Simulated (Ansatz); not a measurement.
# Aluminium, hcp: r²SCAN0 after r²SCAN

How do the levels change when part of the exchange is made exact, and what does it cost? Spin polarisation is left out. The cell comes from an earlier r²SCAN relaxation. Exact exchange is dear, so the k-mesh is coarse, and r²SCAN is run on the same mesh for comparison.

Computed with Ansatz 0.2.0 (DFT, plane waves (500 eV) with PBE-made PAW files, scalar-relativistic; functionals as named at each step, unless a step says otherwise).

**1. The structure to begin with**

The structure is hexagonal, space group P6_3/mmc (No. 194). The conventional cell has a = 2.840 Å, b = 2.840 Å, c = 4.584 Å, α = 90.00°, β = 90.00°, γ = 120.00°. Around Al (site symmetry -6m2) lie 12 Al at 2.82 to 2.84 Å.

Structure file:

```xyz
2
Lattice="2.8397 0.0000 0.0000 -1.4199 2.4593 0.0000 0.0000 0.0000 4.5841" Properties=species:S:1:pos:R:3 pbc="T T T"
Al    0.0000    1.6395    1.1460
Al    1.4199    0.8198    3.4381
```

**2. r²SCAN on the coarse mesh**

The run with r²SCAN.

Contents of input.yaml:

```yaml
crystal:
  lattice:
    - [2.8397085836, 0.0, 0.0]
    - [-1.4198542918, 2.4592597727, 0.0]
    - [0.0, 0.0, 4.58413827]
  atoms:
    - { symbol: Al, position: [0.3333333333, 0.6666666667, 0.25] }
    - { symbol: Al, position: [0.6666666667, 0.3333333333, 0.75] }
hamiltonian:
  xc: r2scan
  pseudopotentials:
    kind: paw
    azcp:
      Al: "pseudopotentials/Al.paw.azcp"
basis:
  ecutwfc: 500
  fft_grid_basis: typed
kpoints:
  mp_grid: { grid: [7, 7, 4], shift: [0, 0, 0] }
magnetization:
  spin_polarized: false
scf:
  occupations: { method: fermi_dirac, width: 0.1 }
```

Launch:

```
ansatz run input.yaml --threads 4 --pin off --max-ram 8192MiB --backend cpu --events-out ev --progress --plain --runs-dir out
```

The log of the run:

```text
Warning: RAYON_NUM_THREADS=4 ignored (pool sized by the plan → 4); use --threads N
Engine: ansatz 0.2.0, x86_64-unknown-linux-gnu
Pseudopotentials: kind: paw
Pseudopotential: Al, paw, valence charge 3, recommended cutoff 500 eV (meta_gga), <dir>
Functional definition: r2SCAN
  parameter k0 = 0.174
  parameter k1 = 0.065
  parameter a1 = 4.9479
  exchange = r2scan_x(k0 = k0, k1 = k1, a1 = a1)
  correlation = r2scan_c
Crystal: 2 atoms, lattice volume = 32.014 Å³
Basis set: ecut = 500 eV, 785 PW (Γ), exchange–correlation on 96×96×144 points (64 copies of the dense FFT grid, shifted against one another)
Bands: 7, of which v1, the nominal top of the filled ones, is band 3 counted from 1 (2 counted from 0)
Symmetry: 24 space group operations
Space group: P63/mmc (ITA 194), of the structure as read, at distance tolerance 3.2e-5 Å
k-points: 24 of 196
Non-local potential: Al, projectors of the file, l = 0: 2, l = 1: 2, l = 2: 1
PAW form: soft (Blöchl's): semilocal exchange-correlation on the pseudo side does not see the compensation charge
PAW frozen core: Al, regenerated for the run's functional (the file was generated under x = pbe(κ = 0.804, μ = 0.2195149727645171), c = pbe(β = 0.06672455060314922))
PAW one-centre angular grid: Al, 302 points (default); XC on 160 Gauss nodes
Initial density: superposition of atomic densities (neutral atoms: chi_scale 0, normalization atom), corrected by the library's trained network
Initial wavefunctions: pseudopotential atomic-orbital guess
Functional: x = r2scan, c = r2scan; τ floored in thin density (d = 2e-4 eV/Å³)
SCF iter   1: F=—  HF=-1080.750216 eV  |F-HF|=—  |Δ(HF+E_count)|=         —  Δρ=3.14e-3  dr2=3.36e-3  dr2_τ=9.14e-3  ethr=1.77e-3  ⟨swp⟩=5.5  Hψ=1430  notcnv=0
preconditioner: auto → none  [insulator: Δε(μ)=0.391 eV  Ē_g=9.799 eV  σ=0.100 eV  W_gap=0.62  n_scr=2 (ndim 8)  ℏωp=16.1 eV  f_vac=0.000  D(μ)=0.65/eV (n_scr^D=2)  ε∞_Penn≈3.7]
SCF iter   2: F=—  HF=-1080.761424 eV  |F-HF|=—  |Δ(HF+E_count)|=   1.12e-2  Δρ=2.21e-3  dr2=1.67e-3  dr2_τ=4.21e-6  ethr=5.59e-5  ⟨swp⟩=2.0  Hψ=509  notcnv=0  defer=1
SCF iter   3: F=—  HF=-1080.761214 eV  |F-HF|=—  |Δ(HF+E_count)|=   2.09e-4  Δρ=1.14e-3  dr2=4.34e-4  dr2_τ=8.61e-7  ethr=2.78e-5  ⟨swp⟩=1.0  Hψ=165  notcnv=0  defer=1
SCF iter   4: F=—  HF=-1080.761172 eV  |F-HF|=—  |Δ(HF+E_count)|=   4.21e-5  Δρ=3.60e-4  dr2=4.26e-5  dr2_τ=4.96e-8  ethr=7.23e-6  ⟨swp⟩=1.0  Hψ=165  notcnv=0  defer=1
SCF iter   5: F=—  HF=-1080.761170 eV  |F-HF|=—  |Δ(HF+E_count)|=   2.79e-6  Δρ=6.23e-5  dr2=1.24e-6  dr2_τ=1.40e-9  ethr=7.10e-7  ⟨swp⟩=1.0  Hψ=166  notcnv=0  defer=1
SCF iter   6: F=-1080.761170 eV  HF=-1080.761170 eV  |F-HF|=1.83e-10  |Δ(HF+E_count)|=   8.32e-9  Δρ=3.81e-6  dr2=4.58e-9  dr2_τ=6.18e-12  ethr=1.67e-9  ⟨swp⟩=1.0  Hψ=405  notcnv=0
SCF 1 converged in 6 iterations: F = -1080.761170 eV  dr2 = 4.58e-9
SCF converged after 6 iterations
Free energy (F): -1080.761170 eV
Harris-Foulkes:  -1080.761170 eV  (|F-HF|=1.83e-10)
Internal energy: -1080.739010 eV  (E = F + TS)
E sigma→0 (E₀):  -1080.750090 eV
Entropy (-TS):   -0.022159 eV (-11.080 meV/atom)
Fermi energy:    8.350255 eV
--- Per-component energies (eV) ---
  E_band       = 20.983920
  E_kinetic    = 46.775727
  E_local      = 21.416594  (includes V_loc(G=0)·N_el)
  E_nonlocal   = 19.445859
  E_hartree    = 0.227370
  E_xc         = -73.752619
  E_vxc        = -62.764340  (∫ρ·V_xc dr)
  E_paw        = -946.216433  (= ΣΔE_a)
  E_vpaw       = -6.823853  (= ΣTr[D̂ρ^β])
  E_aug_tail   = -0.000002  (compensation charges beyond the density's cutoff)
  E_vtau       = 2.479186  (kinetic-family band-sum trace: ∫τ·v_τ [+ j·A + Jᵃ·Aᵃ] dr)
  E_ewald      = -148.515291
  E_core_change = -0.120216  (= ΣΔE_core)
  E_smearing   = -0.022159  (= −TS)
  E_closure    = -0.000000  (closes the sum)
  Σ components = -1080.761170   (vs F -1080.761170, Δ=0.00e0)
```

Run time: 0.67 s. Hardware: 4 threads of Intel Xeon Platinum 8259CL at 2.50GHz (Skylake/Cascade Lake), shared host; peak memory 0.37 GiB.

**3. r²SCAN0 on the coarse mesh**

The run with r²SCAN0.

Changes to input.yaml since step 2:

```diff
@@ -9,3 +9,3 @@
 hamiltonian:
-  xc: r2scan
+  xc: r2scan0
   pseudopotentials:
@@ -23 +23,6 @@
   occupations: { method: fermi_dirac, width: 0.1 }
+output:
+  write_density: true
+  write_potential: true
+  elf: true
+  volumetric_format: npy
```

Launch:

```
ansatz run input.yaml --threads 4 --pin off --max-ram 8192MiB --backend cpu --events-out ev --progress --plain --runs-dir out
```

The log of the run:

```text
Warning: RAYON_NUM_THREADS=4 ignored (pool sized by the plan → 4); use --threads N
[... 3 set-up lines as earlier in the session ...]
Functional definition: r2SCAN0
  parameter a = 0.25
[... 3 set-up lines as earlier in the session ...]
  exchange = (1 - a)*r2scan_x(k0 = k0, k1 = k1, a1 = a1) + a*exact_x
[... 1 set-up line as earlier in the session ...]
Crystal: 2 atoms, lattice volume = 32.014 Å³
Basis set: ecut = 500 eV, 785 PW (Γ), exchange–correlation on 96×96×144 points (64 copies of the dense FFT grid, shifted against one another)
Bands: 7, of which v1, the nominal top of the filled ones, is band 3 counted from 1 (2 counted from 0)
[... 2 set-up lines as earlier in the session ...]
k-points: 24 of 196
[... 2 set-up lines as earlier in the session ...]
PAW frozen core: Al, regenerated for the run's functional, and the local potential with it (the file was generated under x = pbe(κ = 0.804, μ = 0.2195149727645171), c = pbe(β = 0.06672455060314922))
[... 3 set-up lines as earlier in the session ...]
Functional: x = r2scan, c = r2scan; τ floored in thin density (d = 2e-4 eV/Å³), warm-up for x = 0.75 r2scan + 0.25 exact, c = r2scan; τ floored in thin density (d = 2e-4 eV/Å³)
SCF iter   1: F=—  HF=-1080.749167 eV  |F-HF|=—  |Δ(HF+E_count)|=         —  Δρ=3.23e-3  dr2=3.56e-3  dr2_τ=9.09e-3  ethr=1.77e-3  ⟨swp⟩=9.0  Hψ=1061  notcnv=0
preconditioner: auto → none  [insulator: Δε(μ)=0.394 eV  Ē_g=9.802 eV  σ=0.100 eV  W_gap=0.62  n_scr=2 (ndim 8)  ℏωp=16.1 eV  f_vac=0.000  D(μ)=0.65/eV (n_scr^D=2)]
SCF iter   2: F=—  HF=-1080.761041 eV  |F-HF|=—  |Δ(HF+E_count)|=   1.19e-2  Δρ=2.30e-3  dr2=1.79e-3  dr2_τ=4.71e-6  ethr=5.93e-5  ⟨swp⟩=3.7  Hψ=466  notcnv=0  defer=1
SCF iter   3: F=—  HF=-1080.760817 eV  |F-HF|=—  |Δ(HF+E_count)|=   2.24e-4  Δρ=1.22e-3  dr2=5.00e-4  dr2_τ=1.09e-6  ethr=2.99e-5  ⟨swp⟩=2.0  Hψ=255  notcnv=0
SCF iter   4: F=—  HF=-1080.760774 eV  |F-HF|=—  |Δ(HF+E_count)|=   4.32e-5  Δρ=3.93e-4  dr2=5.05e-5  dr2_τ=5.53e-8  ethr=8.33e-6  ⟨swp⟩=2.0  Hψ=249  notcnv=0
iter 5 solved again at ethr=4.83e-8 eV; its pass at ethr=8.41e-7 eV (dr2=2.90e-6 eV) is discarded
SCF iter   5: F=—  HF=-1080.760776 eV  |F-HF|=—  |Δ(HF+E_count)|=   2.03e-6  Δρ=9.25e-5  dr2=2.80e-6  dr2_τ=2.84e-9  ethr=4.83e-8  ⟨swp⟩=3.0  Hψ=558  notcnv=0
SCF iter   6: F=—  HF=-1080.760776 eV  |F-HF|=—  |Δ(HF+E_count)|=   2.72e-7  Δρ=9.74e-6  dr2=3.24e-8  dr2_τ=1.49e-10  ethr=4.67e-8  ⟨swp⟩=2.0  Hψ=249  notcnv=0
SCF iter   7: F=-1080.760776 eV  HF=-1080.760776 eV  |F-HF|=6.80e-11  |Δ(HF+E_count)|=   1.10e-8  Δρ=1.22e-6  dr2=3.99e-10  dr2_τ=4.39e-12  ethr=5.40e-10  ⟨swp⟩=4.2  Hψ=378  notcnv=0
SCF 1 converged in 7 iterations: F = -1080.760776 eV  dr2 = 3.99e-10
Initial density: handed on by an earlier stage of this run
Initial wavefunctions: those handed on with the density
Functional: x = 0.75 r2scan + 0.25 exact, c = r2scan; τ floored in thin density (d = 2e-4 eV/Å³)
Frozen-core exchange: fock
iter 1 solved again at ethr=1.30e-6 eV; its pass at ethr=1.00e-1 eV (dr2=7.81e-5 eV) is discarded
SCF iter   1: F=—  HF=-1080.331781 eV  |F-HF|=—  |Δ(HF+E_count)|=         —  Δρ=4.46e-4  dr2=1.79e-4  dr2_τ=8.68e-7  ethr=1.30e-6  ⟨swp⟩=5.9  Hψ=1143  notcnv=0
preconditioner: auto → none  [insulator: Δε(μ)=0.787 eV  Ē_g=11.401 eV  σ=0.100 eV  W_gap=0.64  n_scr=2 (ndim 8)  ℏωp=16.1 eV  f_vac=0.000  D(μ)=0.51/eV (n_scr^D=2)]
SCF iter   2: F=—  HF=-1080.331743 eV  |F-HF|=—  |Δ(HF+E_count)|=   3.86e-5  Δρ=2.07e-4  dr2=1.37e-4  dr2_τ=1.33e-7  ethr=8.56e-7  ⟨swp⟩=2.0  Hψ=247  notcnv=0
SCF iter   3: F=—  HF=-1080.332238 eV  |F-HF|=—  |Δ(HF+E_count)|=   4.95e-4  Δρ=9.24e-5  dr2=7.90e-5  dr2_τ=2.84e-8  ethr=1.66e-7  ⟨swp⟩=4.0  Hψ=368  notcnv=0
SCF iter   4: F=—  HF=-1080.332574 eV  |F-HF|=—  |Δ(HF+E_count)|=   3.36e-4  Δρ=1.78e-4  dr2=1.36e-5  dr2_τ=6.22e-8  ethr=4.52e-8  ⟨swp⟩=4.2  Hψ=391  notcnv=0
SCF iter   5: F=—  HF=-1080.332567 eV  |F-HF|=—  |Δ(HF+E_count)|=   6.26e-6  Δρ=2.94e-5  dr2=2.18e-6  dr2_τ=9.94e-10  ethr=4.52e-8  ⟨swp⟩=2.8  Hψ=291  notcnv=0
SCF iter   6: F=-1080.332567 eV  HF=-1080.332567 eV  |F-HF|=4.12e-9  |Δ(HF+E_count)|=   6.07e-8  Δρ=5.41e-6  dr2=1.90e-6  dr2_τ=3.70e-11  ethr=4.89e-9  ⟨swp⟩=3.2  Hψ=362  notcnv=0
SCF 2 stopped early in 6 iterations: F = -1080.332567 eV  dr2 = 1.90e-6
hybrid outer 1: dexx = +1.938e-3 eV, tail = 3.88e-6 eV
Frozen-core exchange: fock
SCF iter   1: F=—  HF=-1080.332542 eV  |F-HF|=—  |Δ(HF+E_count)|=         —  Δρ=1.95e-5  dr2=2.35e-6  dr2_τ=2.36e-10  ethr=3.23e-7  ⟨swp⟩=3.9  Hψ=414  notcnv=0
preconditioner: auto → none  [insulator: Δε(μ)=0.719 eV  Ē_g=11.404 eV  σ=0.100 eV  W_gap=0.51  n_scr=2 (ndim 8)  ℏωp=16.1 eV  f_vac=0.000  D(μ)=0.42/eV (n_scr^D=2)]
iter 2 solved again at ethr=1.66e-10 eV; its pass at ethr=2.37e-9 eV (dr2=9.97e-9 eV) is discarded
SCF iter   2: F=—  HF=-1080.332574 eV  |F-HF|=—  |Δ(HF+E_count)|=   3.21e-5  Δρ=5.29e-6  dr2=1.10e-7  dr2_τ=1.41e-10  ethr=1.66e-10  ⟨swp⟩=3.0  Hψ=708  notcnv=0  defer=8
SCF iter   3: F=—  HF=-1080.332574 eV  |F-HF|=—  |Δ(HF+E_count)|=   4.31e-7  Δρ=5.39e-6  dr2=2.00e-8  dr2_τ=4.80e-12  ethr=1.64e-10  ⟨swp⟩=3.9  Hψ=384  notcnv=0  defer=3
SCF iter   4: F=—  HF=-1080.332574 eV  |F-HF|=—  |Δ(HF+E_count)|=   4.97e-9  Δρ=2.24e-6  dr2=1.18e-8  dr2_τ=2.00e-12  ethr=1.58e-10  ⟨swp⟩=2.0  Hψ=251  notcnv=0
Mixer restart at iter 4: flushing history
SCF iter   5: F=-1080.332574 eV  HF=-1080.332574 eV  |F-HF|=3.24e-10  |Δ(HF+E_count)|=   3.03e-8  Δρ=1.07e-6  dr2=1.02e-9  dr2_τ=2.12e-12  ethr=2.06e-11  ⟨swp⟩=3.9  Hψ=465  notcnv=0  defer=3
SCF 3 converged in 5 iterations: F = -1080.332574 eV  dr2 = 1.02e-9
hybrid outer 2: dexx = +2.708e-6 eV, tail = 4.97e-9 eV, Δε = 6.14e-3 eV (about 1.60e-4 eV left of the loop's levels)
Frozen-core exchange: fock
iter 1 solved again at ethr=2.20e-8 eV; its pass at ethr=1.00e-1 eV (dr2=1.32e-6 eV) is discarded
SCF iter   1: F=—  HF=-1080.332404 eV  |F-HF|=—  |Δ(HF+E_count)|=         —  Δρ=6.35e-5  dr2=3.82e-5  dr2_τ=7.00e-9  ethr=2.20e-8  ⟨swp⟩=3.7  Hψ=572  notcnv=0
preconditioner: auto → none  [metal: Δε(μ)=0.319 eV  Ē_g=11.370 eV  σ=0.100 eV  W_gap=0.48  n_scr=2 (ndim 8)  ℏωp=16.1 eV  f_vac=0.000  D(μ)=0.38/eV (n_scr^D=2)]
iter 2 solved again at ethr=1.80e-11 eV; its pass at ethr=2.20e-8 eV (dr2=1.08e-9 eV) is discarded
SCF iter   2: F=—  HF=-1080.332540 eV  |F-HF|=—  |Δ(HF+E_count)|=   1.36e-4  Δρ=7.92e-7  dr2=8.30e-6  dr2_τ=6.99e-10  ethr=1.80e-11  ⟨swp⟩=5.0  Hψ=764  notcnv=0
eigensolver tolerance schedule: the retry pair's looser diagonalisation over-reported the residual by 6.97 of it (diagonalisation noise at 7.01 of the residual, at the tolerance the schedule requests for it); recorded, not acted on — ethr = c·dr2/N_el stays at c = 1.0e-1
SCF iter   3: F=—  HF=-1080.332574 eV  |F-HF|=—  |Δ(HF+E_count)|=   3.36e-5  Δρ=3.51e-5  dr2=5.22e-7  dr2_τ=1.64e-9  ethr=2.26e-12  ⟨swp⟩=6.0  Hψ=565  notcnv=0
SCF iter   4: F=-1080.332574 eV  HF=-1080.332574 eV  |F-HF|=4.24e-8  |Δ(HF+E_count)|=   2.30e-7  Δρ=1.35e-5  dr2=1.09e-7  dr2_τ=6.13e-11  ethr=2.26e-12  ⟨swp⟩=5.3  Hψ=488  notcnv=0
SCF 4 stopped early in 4 iterations: F = -1080.332574 eV  dr2 = 1.09e-7
hybrid outer 1: dexx = +3.208e-4 eV, tail = 2.30e-7 eV
Frozen-core exchange: fock
SCF iter   1: F=—  HF=-1080.332574 eV  |F-HF|=—  |Δ(HF+E_count)|=         —  Δρ=2.16e-6  dr2=1.37e-8  dr2_τ=7.44e-12  ethr=1.92e-8  ⟨swp⟩=2.6  Hψ=351  notcnv=0
preconditioner: auto → none  [insulator: Δε(μ)=0.715 eV  Ē_g=11.404 eV  σ=0.100 eV  W_gap=0.51  n_scr=2 (ndim 8)  ℏωp=16.1 eV  f_vac=0.000  D(μ)=0.42/eV (n_scr^D=2)]
iter 2 solved again at ethr=1.47e-12 eV; its pass at ethr=2.86e-11 eV (dr2=8.83e-11 eV) is discarded
SCF iter   2: F=-1080.332574 eV  HF=-1080.332574 eV  |F-HF|=3.07e-11  |Δ(HF+E_count)|=   3.28e-8  Δρ=5.12e-7  dr2=3.56e-9  dr2_τ=1.74e-12  ethr=1.47e-12  ⟨swp⟩=2.2  Hψ=631  notcnv=0
SCF 5 converged in 2 iterations: F = -1080.332574 eV  dr2 = 3.56e-9
hybrid outer 2: dexx = +5.078e-8 eV, tail = 7.17e-9 eV, Δε = 9.47e-4 eV (about 2.60e-4 eV left of the loop's levels)
exact exchange: an outer loop of this run ended on a state whose frontier levels can be filled otherwise, and a further loop was made from that state with electrons moved between them. It converged no lower than the two loops' stops tell apart, in 6 SCF iterations, so its state is not used
Frozen-core exchange: fock
iter 1 solved again at ethr=1.79e-6 eV; its pass at ethr=1.00e-1 eV (dr2=1.07e-4 eV) is discarded
SCF iter   1: F=—  HF=-1080.329914 eV  |F-HF|=—  |Δ(HF+E_count)|=         —  Δρ=5.60e-4  dr2=3.92e-4  dr2_τ=7.62e-7  ethr=1.79e-6  ⟨swp⟩=2.5  Hψ=517  notcnv=0
preconditioner: auto → none  [insulator: Δε(μ)=0.744 eV  Ē_g=11.405 eV  σ=0.100 eV  W_gap=0.53  n_scr=2 (ndim 8)  ℏωp=16.1 eV  f_vac=0.000  D(μ)=0.43/eV (n_scr^D=2)]
SCF iter   2: F=—  HF=-1080.329856 eV  |F-HF|=—  |Δ(HF+E_count)|=   5.79e-5  Δρ=2.34e-4  dr2=3.00e-4  dr2_τ=2.90e-8  ethr=1.79e-6  ⟨swp⟩=2.0  Hψ=246  notcnv=0
iter 3 solved again at ethr=2.82e-8 eV; its pass at ethr=3.38e-7 eV (dr2=1.69e-6 eV) is discarded
SCF iter   3: F=—  HF=-1080.330630 eV  |F-HF|=—  |Δ(HF+E_count)|=   7.74e-4  Δρ=6.87e-5  dr2=1.92e-4  dr2_τ=1.15e-8  ethr=2.82e-8  ⟨swp⟩=3.1  Hψ=551  notcnv=0
SCF iter   4: F=—  HF=-1080.331797 eV  |F-HF|=—  |Δ(HF+E_count)|=   1.17e-3  Δρ=2.50e-4  dr2=1.54e-4  dr2_τ=1.39e-7  ethr=2.82e-8  ⟨swp⟩=4.0  Hψ=375  notcnv=0
SCF iter   5: F=—  HF=-1080.332103 eV  |F-HF|=—  |Δ(HF+E_count)|=   3.05e-4  Δρ=4.02e-4  dr2=2.16e-4  dr2_τ=3.06e-7  ethr=2.82e-8  ⟨swp⟩=4.4  Hψ=403  notcnv=0
SCF iter   6: F=—  HF=-1080.332068 eV  |F-HF|=—  |Δ(HF+E_count)|=   3.42e-5  Δρ=1.61e-5  dr2=1.60e-4  dr2_τ=5.22e-10  ethr=2.82e-8  ⟨swp⟩=4.0  Hψ=391  notcnv=0
SCF iter   7: F=-1080.332547 eV  HF=-1080.332553 eV  |F-HF|=6.15e-6  |Δ(HF+E_count)|=   4.85e-4  Δρ=1.53e-4  dr2=9.50e-6  dr2_τ=2.96e-8  ethr=1.54e-9  ⟨swp⟩=4.8  Hψ=482  notcnv=0
SCF 6 stopped early in 7 iterations: F = -1080.332547 eV  dr2 = 9.50e-6
hybrid outer 1: dexx = +1.386e-2 eV, tail = 4.11e-5 eV
Frozen-core exchange: fock
SCF iter   1: F=—  HF=-1080.332574 eV  |F-HF|=—  |Δ(HF+E_count)|=         —  Δρ=2.09e-5  dr2=3.38e-7  dr2_τ=2.53e-10  ethr=1.66e-6  ⟨swp⟩=2.1  Hψ=339  notcnv=0
iter 2 solved again at ethr=1.60e-10 eV; its pass at ethr=2.85e-9 eV (dr2=9.59e-9 eV) is discarded
SCF iter   2: F=—  HF=-1080.332574 eV  |F-HF|=—  |Δ(HF+E_count)|=   4.47e-8  Δρ=5.16e-6  dr2=1.92e-7  dr2_τ=4.67e-11  ethr=1.60e-10  ⟨swp⟩=2.6  Hψ=631  notcnv=0
SCF iter   3: F=-1080.332574 eV  HF=-1080.332574 eV  |F-HF|=6.50e-9  |Δ(HF+E_count)|=   5.18e-7  Δρ=5.05e-6  dr2=6.74e-8  dr2_τ=1.89e-11  ethr=1.58e-10  ⟨swp⟩=4.0  Hψ=373  notcnv=0
SCF 7 converged in 3 iterations: F = -1080.332574 eV  dr2 = 6.74e-8
hybrid outer 2: dexx = +7.950e-7 eV, tail = 2.79e-7 eV, Δε = 3.58e-3 eV (about 2.53e-3 eV left of the loop's levels)
exact exchange: an outer loop of this run ended on a state whose frontier levels can be filled otherwise, and a further loop was made from that state with electrons moved between them. It converged no lower than the two loops' stops tell apart, in 10 SCF iterations, so its state is not used
hybrid SCF converged: 2 outer / 11 inner (+7 warm-up), last move |dexx| = 2.71e-6 eV, tail = 4.97e-9 eV
Stability not checked: this state was not tested for a lower state beside it, because the functional holds exact exchange (a hybrid, or Hartree-Fock), whose exchange loop this test does not read (fock_operator; see scf.lower_state_search)
Free energy (F): -1080.332574 eV
Frozen-core exchange: fock
Harris-Foulkes:  -1080.332574 eV  (|F-HF|=3.24e-10)
Internal energy: -1080.319374 eV  (E = F + TS)
E sigma→0 (E₀):  -1080.325974 eV
Entropy (-TS):   -0.013200 eV (-6.600 meV/atom)
Fermi energy:    8.444246 eV
--- Per-component energies (eV) ---
  E_band       = 15.639249
  E_kinetic    = 46.774263
  E_local      = 21.384456  (includes V_loc(G=0)·N_el)
  E_nonlocal   = 19.483497
  E_hartree    = 0.225549
  E_xc         = -58.099900
  E_vxc        = -48.499205  (∫ρ·V_xc dr)
  E_exx        = -9.156271  (= α·E_x^exact, valence–valence)
  E_paw        = -952.246201  (= ΣΔE_a)
  E_vpaw       = -7.035320  (= ΣTr[D̂ρ^β])
  E_aug_tail   = -0.000002  (compensation charges beyond the density's cutoff)
  E_vtau       = 1.393002  (kinetic-family band-sum trace: ∫τ·v_τ [+ j·A + Jᵃ·Aᵃ] dr)
  E_ewald      = -148.515291
  E_core_change = -0.169474  (= ΣΔE_core)
  E_smearing   = -0.013200  (= −TS)
  E_closure    = -0.000000  (closes the sum)
  Σ components = -1080.332574   (vs F -1080.332574, Δ=0.00e0)
--- Band table (eV; the first three rows and the last of 24) ---
  k-point 0: bands = ["-5.4800", "2.2148", "2.8853", "20.6982", "20.6982", "20.9332", "20.9332"]
  k-point 1: bands = ["-4.9716", "-0.9452", "7.0716", "18.4823", "21.0442", "21.0442", "21.3145"]
  k-point 2: bands = ["-3.4595", "-3.4595", "12.8524", "12.8524", "21.8666", "21.8666", "21.8666"]
  k-point 23: bands = ["3.3079", "3.3079", "7.0316", "7.0316", "8.4480", "8.4480", "19.3054"]
```

Wall time 15 s (4 threads of Intel Xeon Platinum 8259CL at 2.50GHz (Skylake/Cascade Lake), shared host); peak memory 0.88 GiB.

Density in a lattice plane of the grid's cell (edges 2.84 and 4.58 Å, at 0.333 of the third edge), which holds Al.

Ten even steps from '0' (0.06 e/Å³) to '9' (0.22 e/Å³):
```
87778899999999
88778998766789
98889985322368
99999963100147
99999852000037
99999963000147
98889985312368
98778998766789
87778899999999
87777889999998
88888888899888
98888988888888
99889999888899
98889999988999
98889999988999
98889999888999
99889999888899
88888888888888
88888888899888
87777889999998
```
Columns run along the first of these edges and rows up along the second, over one cell in 14 and 20 even steps from the bottom left corner. Atoms in the plane (fractional): Al at (0.67, 0.75).

ELF in the same plane.

Ten even steps from ' ' (0.02) to '@' (0.62):
```
%%%%####%%@@@@@@@@%%@@@@@@@@
@@%%%%%%%%@@%%##++====++##@@
@@@@%%%%@@%%**--..    ..==##
@@@@@@@@@@%%==    ..    ..**
@@@@@@@@@@##--  ......    ++
@@@@@@@@@@%%==    ....  ..**
@@@@%%%%@@%%**::      ..==##
@@%%%%%%%%@@%%##++====++##@@
%%%%##%%%%@@@@@@@@%%%%@@@@@@
%%%%%%%%%%%%@@@@@@@@@@@@@@@@
%%%%%%%%%%%%@@@@@@@@@@@@@@@@
@@%%%%%%%%@@@@@@@@%%%%@@@@@@
@@%%%%%%%%@@@@@@@@%%%%@@@@@@
@@%%####%%@@@@@@@@%%@@@@@@@@
@@##**##%%@@@@@@@@@@@@@@@@@@
@@%%####%%@@@@@@@@%%@@@@@@@@
@@%%%%%%%%@@@@@@@@%%%%@@@@@@
@@%%%%%%%%@@@@@@@@%%%%@@@@@@
%%%%%%%%%%%%@@@@@@@@@@@@@@@@
%%%%##%%%%%%@@@@@@@@@@@@@@@@
```
Columns run along the first of these edges and rows up along the second, over one cell in 14 and 20 even steps from the bottom left corner. Atoms in the plane (fractional): Al at (0.67, 0.75).

Both are smooth fields of the valence electrons: close to the nuclei they are not physical.

Maxima of ELF outside the ion cores: 0.62 beside Al, off the lines to its neighbours, 1.0 Å from Al; 0.61 in the shell around Al, 1.1 Å from Al.

**4. The functionals compared**

```
functional               gap on the mesh  Fermi energy (eV)  SCF cycles  exchange loops  CPU time
    r²SCAN  none (levels filled in part)              8.350           6               -     1.8 s
   r²SCAN0  none (levels filled in part)              8.444          18               2      50 s
```

**5. What came out**

```
                             quantity                         value
                          r²SCAN: gap  none (levels filled in part)
                         r²SCAN0: gap  none (levels filled in part)
  r²SCAN0: SCF cycles, exchange loops                         18, 2
r²SCAN0: CPU time over that of r²SCAN                            28
             r²SCAN0: relative to fcc                  +58 meV/atom
```

In words: Neither r²SCAN nor r²SCAN0 shows a clean gap on this mesh. r²SCAN0 cost 28 times the CPU time of r²SCAN. r²SCAN0 needed 2 outer loops of the exchange operator. To compare with dense-mesh energies, the change of r²SCAN from this mesh and smearing to its dense run (+4.5 meV/atom, from a run not shown) is added. Under r²SCAN0 it lies 58 meV/atom above fcc (computed apart in the same way); on such meshes a few tens of meV are uncertain for metals. Absolute energies differ from functional to functional, by eV per atom at times, and say nothing by themselves.
